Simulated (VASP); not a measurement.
# Pt (P6_3/mmc) in VASP: further runs

Runs on Pt. Level: PBE. Tasks: single point.

All numbers are computed with VASP 6.6.1; they aren't measurements. Logs are shortened: lines on timing, memory, paths and dates and some standing lists are left out, and cuts for length are marked.

## Step 1: The cell of the first run

The structure is hexagonal, space group P6_3/mmc (No. 194). The conventional cell has a = 2.669 Å, b = 2.669 Å, c = 4.223 Å, α = 90.00°, β = 90.00°, γ = 120.00°. Around Pt (site symmetry -6m2) lie 12 Pt at 2.61 to 2.67 Å.

This isn't the form of Pt at room conditions, which is fcc.

## Step 2: Single point, PBE (Hf replaced by Pt, lengths x 0.866, strained and moved within the space group)

INCAR

```
ALGO = Normal
EDIFF = 1E-6
ENCUT = 520
GGA = PE
ISIF = 2
ISMEAR = 0
LASPH = T
LCHARG = T
LELF = T
LREAL = F
LVHAR = T
LWAVE = F
NBANDS = 17
NELM = 60
PREC = Accurate
SIGMA = 0.1
```

KPOINTS

```
k-points
0
Gamma
  9 9 4
```

POSCAR

```
Pt
1.0
    2.6688964899      0.0000000000      0.0000000000
   -1.3344482449      2.3113321603      0.0000000000
    0.0000000000      0.0000000000      4.2227143299
Pt
2
Direct
    0.3333333333      0.6666666667      0.2500000000
    0.6666666667      0.3333333333      0.7500000000
```

Potentials or basis: VASP PAW PBE potentials, release 64 (Pt).

The run is started by

```bash
cat potpaw_PBE.64/Pt/POTCAR > POTCAR
mpirun -np 1 vasp_std > vasp.out
```

OUTCAR:

```text
EDIFF = 1E-6
   ENCUT = 520
   GGA = PE
   ISIF = 2
   ISMEAR = 0
   LASPH = T
   LREAL = F
   NELM = 60
   PREC = Accurate

 ion  position               nearest neighbor table
   1  0.333  0.667  0.250-   2 2.61   2 2.61   2 2.61   2 2.61   2 2.61   2 2.61
   2  0.667  0.333  0.750-   1 2.61   1 2.61   1 2.61   1 2.61   1 2.61   1 2.61

  LATTYP: Found a hexagonal cell.
 ALAT       =     2.6688964899
 C/A-ratio  =     1.5821948681

  Lattice vectors:

 A1 = (   2.6688964899,   0.0000000000,   0.0000000000)
 A2 = (  -1.3344482449,   2.3113321603,   0.0000000000)
 A3 = (   0.0000000000,   0.0000000000,   4.2227143299)

Analysis of symmetry for initial positions (statically):
=====================================================================
 Subroutine PRICEL returns:
 Original cell was already a primitive cell.

 Routine SETGRP: Setting up the symmetry group for a
 hexagonal supercell.

 Subroutine GETGRP returns: Found 24 space group operations
 (whereof 12 operations were pure point group operations)
 out of a pool of 24 trial point group operations.

The static configuration has the point symmetry D_3d.
 The point group associated with its full space group is D_6h.

Analysis of symmetry for dynamics (positions and initial velocities):
=====================================================================
 Subroutine PRICEL returns:
 Original cell was already a primitive cell.

 Routine SETGRP: Setting up the symmetry group for a
 hexagonal supercell.

 Subroutine GETGRP returns: Found 24 space group operations
 (whereof 12 operations were pure point group operations)
 out of a pool of 24 trial point group operations.

The dynamic configuration has the point symmetry D_3d.
 The point group associated with its full space group is D_6h.

 Subroutine INISYM returns: Found 24 space group operations
 (whereof 12 operations are pure point group operations),
 and found     1 'primitive' translations

----------------------------------------------------------------------------------------

                                     Primitive cell

  volume of cell :      26.0487

  direct lattice vectors                    reciprocal lattice vectors
     2.668896490  0.000000000  0.000000000     0.374686693  0.216325463  0.000000000
    -1.334448245  2.311332160  0.000000000     0.000000000  0.432650926  0.000000000
     0.000000000  0.000000000  4.222714330     0.000000000  0.000000000  0.236814504

  length of vectors
     2.668896490  2.668896490  4.222714330     0.432650926  0.432650926  0.236814504

  position of ions in fractional coordinates (direct lattice)
     0.333333333  0.666666667  0.250000000
     0.666666667  0.333333333  0.750000000

  ion indices of the primitive-cell ions
   primitive index   ion index
                 1           1
                 2           2

----------------------------------------------------------------------------------------

 KPOINTS: k-points

Automatic generation of k-mesh.
 Grid dimensions read from file:
 generate k-points for:    9    9    4

 Generating k-lattice:

  Cartesian coordinates                     Fractional coordinates (reciprocal lattice)
     0.041631855  0.024036163  0.000000000     0.111111111  0.000000000  0.000000000
     0.000000000  0.048072325  0.000000000     0.000000000  0.111111111  0.000000000
     0.000000000  0.000000000  0.059203626     0.000000000  0.000000000  0.250000000

  Length of vectors
     0.048072325  0.048072325  0.059203626

  Shift w.r.t. Gamma in fractional coordinates (k-lattice)
     0.000000000  0.000000000  0.000000000

 Subroutine IBZKPT returns following result:
 ===========================================

 Found     36 irreducible k-points:

 Following reciprocal coordinates:
            Coordinates               Weight
  0.000000  0.000000  0.000000      1.000000
  0.111111 -0.000000  0.000000      6.000000
  0.222222  0.000000  0.000000      6.000000
  0.333333  0.000000  0.000000      6.000000
  0.444444  0.000000  0.000000      6.000000
  0.111111  0.111111  0.000000      6.000000
[... 16 lines left out ...]
  0.333333  0.222222  0.250000     24.000000
  0.333333  0.333333  0.250000      4.000000
 [... further k-points ...]
   k-points           NKPTS =     36   k-points in BZ     NKDIM =     36   number of bands    NBANDS=     17
   number of dos      NEDOS =    301   number of ions     NIONS =      2
   total plane-waves  NPLWV =  12800
   dimension x,y,z NGX =    20 NGY =   20 NGZ =   32
   dimension x,y,z NGXF=    40 NGYF=   40 NGZF=   64
   ions per type =               2
   NGX,Y,Z   is equivalent  to a cutoff of  12.46, 12.46, 12.60 a.u.
   NGXF,Y,Z  is equivalent  to a cutoff of  24.92, 24.92, 25.20 a.u.
 SYSTEM =  unknown system
   PREC   = accura    normal or accurate (medium, high low for compatibility)
   ISTART =      0    job   : 0-new  1-cont  2-samecut
   ICHARG =      2    charge: 1-file 2-atom 10-const
   ISPIN  =      1    spin polarized calculation?
   LNONCOLLINEAR =      F non collinear calculations
   LSORBIT =      F    spin-orbit coupling
   LASPH  =      T    aspherical Exc in radial PAW
   ENCUT  =  520.0 eV  38.22 Ry    6.18 a.u.   4.96  4.96  7.85*2*pi/ulx,y,z
   NELM   =     60;   NELMIN=  2; NELMDL= -5     # of ELM steps
   EDIFF  = 0.1E-05   stopping-criterion for ELM
   LREAL  =      F    real-space projection
   EDIFFG = 0.1E-04   stopping-criterion for IOM
   NSW    =      0    number of steps for IOM
   IBRION =     -1    ionic relax: 0-MD 1-quasi-New 2-CG
   NFREE  =      0    steps in history (QN), initial steepest desc. (CG)
   ISIF   =      2    stress and relaxation
   ISYM   =      2    0-nonsym 1-usesym 2-fastsym
   POTIM  = 0.5000    time-step for ionic-motion
   TEBEG  =    0.0;   TEEND  =   0.0 temperature during run
   PSTRESS=    0.0 pullay stress
   NELECT =      20.0000    total number of electrons
   NUPDOWN=      -1.0000    fix difference up-down
   EMIN   =  10.00;   EMAX   =-10.00  energy-range for DOS
   EFERMI =   0.00;   METHOD = LEGACY
   ISMEAR =     0;   SIGMA  =   0.10  broadening in eV -4-tet -1-fermi 0-gaus
   EFERMI_NEDOS =   21; number of points for ismear=-14 and -15
   IALGO  =     38    algorithm
   IMIX   =      4    mixing-type and parameters
     AMIX     =   0.40;   BMIX     =  1.00
     AMIX_MAG =   1.60;   BMIX_MAG =  1.00
  volume/ion in A,a.u.               =      13.02        87.89
  Fermi-wavevector in a.u.,A,eV,Ry     =   1.499073  2.832838 30.575299  2.247221
  Thomas-Fermi vector in A             =   2.610750
   LORBIT       =      0    0 simple, 1 ext, 2 COOP (PROOUT), +10 PAW based schemes
   GGA     = PE    functional components
   LHFCALC =     F    Hartree Fock is set to
   AEXX    =    0.0000 exact exchange contribution
   IVDW    =     0    specifies the selected vdW correction
   LEPSILON=     F    determine dielectric tensor
   LRPA    =     F    only Hartree local field effects (RPA)
 non-spin polarized calculation
 Gauss-broadening in eV      SIGMA  =   0.10
  energy-cutoff  :      520.00
  volume of cell :       26.05
 maximum number of plane-waves:       732
 NGX is ok and might be reduce to    20
   NGX =  9   NGY =  9   NGZ = 15

 number of electron      20.0000005 magnetization

 Free energy of the ion-electron system (eV)
  ---------------------------------------------------
  ext. energy  EPLUGINS =         0.00000000
  ---------------------------------------------------
  free energy    TOTEN  =       -10.92317280 eV

  energy without entropy =      -10.90078369  energy(sigma->0) =      -10.91197824

 E-fermi :  14.3598     XC(G=0): -14.3811

 val. band max:       14.3217650513   @ k =   0.3333   0.1111   0.5000
 cond. band min:      14.3630562001   @ k =   0.4444   0.0000   0.5000
 fundamental gap:      0.0412911488
 Fermi energy:        14.3597785837

 k-point     1 :       0.0000    0.0000    0.0000
  band No.  band energies     occupation
      1       2.3487      2.00000
      2       5.3767      2.00000
      3       9.6876      2.00000
      4       9.6876      2.00000
      5       9.8365      2.00000
      6      10.4217      2.00000
[... 9 lines left out ...]
     16      31.9507      0.00000
     17      36.2245      0.00000

 k-point     2 :       0.1111   -0.0000    0.0000
  band No.  band energies     occupation
      1       2.8391      2.00000
      2       5.7784      2.00000
      3       9.0473      2.00000
      4      10.0911      2.00000
      5      10.1592      2.00000
      6      10.3965      2.00000
[... 9 lines left out ...]
     16      32.6116      0.00000
     17      34.1970      0.00000

 k-point     3 :       0.2222    0.0000    0.0000
  band No.  band energies     occupation
      1       4.1276      2.00000
      2       6.5055      2.00000
      3       8.5440      2.00000
      4       8.7646      2.00000
      5       9.7742      2.00000
      6      10.0898      2.00000
[... 9 lines left out ...]
     16      31.2748      0.00000
     17      32.9184      0.00000

 k-point     4 :       0.3333    0.0000    0.0000
  band No.  band energies     occupation
      1       5.4907      2.00000
      2       6.3571      2.00000
      3       7.4010      2.00000
      4       9.0664      2.00000
      5       9.5454      2.00000
      6      10.0921      2.00000
[... 9 lines left out ...]
     16      29.1695      0.00000
     17      31.5741      0.00000
[... 343 lines left out ...]
      1       6.4641      2.00000
      2       6.8541      2.00000
      3       7.8175      2.00000
      4       8.2043      2.00000
      5       9.6051      2.00000
      6       9.6636      2.00000
[... 9 lines left out ...]
     16      29.7557      0.00000
     17      29.7642      0.00000

 k-point    23 :       0.3333    0.2222    0.2500
  band No.  band energies     occupation
      1       6.4141      2.00000
      2       7.3475      2.00000
      3       7.6043      2.00000
      4       8.1370      2.00000
      5       9.1604      2.00000
      6      10.1676      2.00000
[... 9 lines left out ...]
     16      28.6860      0.00000
     17      30.2354      0.00000

 k-point    24 :       0.3333    0.3333    0.2500
  band No.  band energies     occupation
      1       7.0262      2.00000
      2       7.3735      2.00000
      3       7.3735      2.00000
      4       8.4861      2.00000
      5       9.4215      2.00000
      6       9.4215      2.00000
[... 9 lines left out ...]
     16      26.2430      0.00000
     17      31.8533      0.00000

 [... further k-points ...]
[... 5 lines left out ...]
  --------------------------------------------------------------------------------------
  -------------------------------------------------------------------------------------
  Total       11.5995040     11.5995040     14.6521821      0.0000000      0.0000000      0.0000000
  in kB      713.4510910    713.4510909    901.2122698      0.0000000      0.0000000      0.0000000
  external PRESSURE =     776.0381505 kB  Pullay stress =       0.0000000 kB

 VOLUME and BASIS-vectors are now :
 -----------------------------------------------------------------------------
  energy-cutoff  :      520.00
  volume of cell :       26.05
      direct lattice vectors                 reciprocal lattice vectors
     2.668896490  0.000000000  0.000000000     0.374686693  0.216325463  0.000000000
    -1.334448245  2.311332160  0.000000000     0.000000000  0.432650926  0.000000000
     0.000000000  0.000000000  4.222714330     0.000000000  0.000000000  0.236814504

 POSITION                                       TOTAL-FORCE (eV/Angst)
 -----------------------------------------------------------------------------------
     -0.00000      1.54089      1.05568         0.000000     -0.000000      0.000000
      1.33445      0.77044      3.16704        -0.000000      0.000000      0.000000
 -----------------------------------------------------------------------------------
    total drift:                               -0.000000      0.000000     -0.000000

  FREE ENERGIE OF THE ION-ELECTRON SYSTEM (eV)
  ---------------------------------------------------
  free  energy   TOTEN  =       -10.9231727966 eV

  energy  without entropy=      -10.9007836859  energy(sigma->0) =      -10.91197824
```

Run time: 8.7 s. Hardware: 1 thread of Intel Xeon Platinum 8559C (Emerald Rapids), shared host; peak memory 0.14 GiB.

What came out:

```yaml
Free_energy: -10.9232 eV
Pressure: 77.6 GPa
Band_gap_on_the_k_mesh: none (metal or under the smearing width)
```

Caveat: the k mesh is coarse (spacing up to 0.37 Å⁻¹), so the values aren't converged; the cell as given lies far from equilibrium; so large a pressure means that the cell lies far from this level's equilibrium, or that cutoff or potentials fall short. The run has no spin-orbit coupling, so splittings on Pt are missing.

## Step 3: Single point, PBE (Hf replaced by Pt, lengths x 0.866, strained and moved within the space group)

INCAR

```
PREC = Accurate
ENCUT = 520
EDIFF = 1E-7
ISMEAR = 0
SIGMA = 0.1
LREAL = False
LASPH = True
NELM = 60
ALGO = Normal
ISIF = 2
LWAVE = False
LCHARG = False
GGA = PE
NBANDS = 17
```

KPOINTS

```
regular mesh
0
Gamma
  9 9 4
```

POSCAR

```
Pt
1.0
    2.6954259457      0.0000000000      0.0000000000
   -1.3477129729      2.3343073430      0.0000000000
    0.0000000000      0.0000000000      4.2646890988
Pt
2
Direct
    0.3333333333      0.6666666667      0.2500000000
    0.6666666667      0.3333333333      0.7500000000
```

Potentials or basis: VASP PAW PBE potentials, release 64 (Pt).

The run is started by

```bash
cat potpaw_PBE.64/Pt/POTCAR > POTCAR
mpirun -np 1 vasp_std > vasp.out
```

Wall time 9.2 s (1 thread of Intel Xeon Platinum 8559C (Emerald Rapids), shared host); peak memory 0.14 GiB.

It converged, with:

```
Free energy            : -11.2611 eV
Pressure               : 60.5 GPa
Band gap on the k mesh : none (metal or under the smearing width)
```

Stress tensor (GPa, compression positive):
```
55.03  0.00  0.00
 0.00 55.03  0.00
 0.00  0.00 71.59
```

Levels at points of the mesh, in eV from the Fermi level:
| k point | band 7 | band 8 | band 9 | band 10 | band 11 | band 12 | band 13 | band 14 |
| --- | --- | --- | --- | --- | --- | --- | --- | --- |
| (0.00, 0.00, 0.00) | -3.75 | -3.23 | -3.23 | -0.67 | -0.43 | -0.43 | 7.13 | 14.21 |
| (0.00, 0.00, 0.50) | -4.64 | -4.64 | -1.14 | -1.14 | -1.14 | -1.14 | 13.71 | 13.71 |

Caveat: the k mesh is coarse (spacing up to 0.37 Å⁻¹), so the values aren't converged; the cell as given lies far from equilibrium; so large a pressure means that the cell lies far from this level's equilibrium, or that cutoff or potentials fall short. Spin-orbit coupling is left out, which matters for the levels of Pt.

## Step 4: Single point, PBE (Hf replaced by Au, lengths x 0.866, strained and moved within the space group)

INCAR

```
SYSTEM = Au
PREC = Accurate ; ENCUT = 520
EDIFF = 1E-6 ; ISMEAR = 0
SIGMA = 0.1 ; LREAL = .False.
LASPH = .True. ; NELM = 80
ALGO = Fast ; ISIF = 2
LWAVE = .False. ; LCHARG = .False.
GGA = PE ; NBANDS = 18
```

KPOINTS

```
Automatic mesh
0
Gamma
  9 9 4
  0 0 0
```

POSCAR

```
Au
1.0
    2.9460434566      0.0000000000      0.0000000000
   -1.4730217283      2.5513484741      0.0000000000
    0.0000000000      0.0000000000      4.2668798487
Au
2
Direct
    0.3333333333      0.6666666667      0.2500000000
    0.6666666667      0.3333333333      0.7500000000
```

Potentials or basis: VASP PAW PBE potentials, release 64 (Au).

The run is started by

```bash
cat potpaw_PBE.64/Au/POTCAR > POTCAR
mpirun -np 1 vasp_std > vasp.out
```

Wall time 9.9 s (1 thread of Intel Xeon Platinum 8559C (Emerald Rapids), shared host); peak memory 0.15 GiB.

Results (log left out):

* Free energy: -5.9959 eV
* Pressure: 25.5 GPa
* Band gap on the k mesh: none (metal or under the smearing width)

Stress tensor (GPa, compression positive):
```
18.88  0.00  0.00
 0.00 18.88  0.00
 0.00  0.00 38.77
```

Levels at points of the mesh, in eV from the Fermi level:
| k point | band 8 | band 9 | band 10 | band 11 | band 12 | band 13 | band 14 | band 15 |
| --- | --- | --- | --- | --- | --- | --- | --- | --- |
| (0.00, 0.00, 0.00) | -4.29 | -4.15 | -2.15 | -2.15 | -0.05 | 5.19 | 13.82 | 17.11 |
| (0.00, 0.00, 0.50) | -4.74 | -2.58 | -2.58 | -2.58 | -2.58 | 13.49 | 13.49 | 15.40 |

Caveat: the k mesh is coarse (spacing up to 0.37 Å⁻¹), so the values aren't converged; so large a pressure means that the cell lies far from this level's equilibrium, or that cutoff or potentials fall short. Spin-orbit coupling is left out, which matters for the levels of Au.
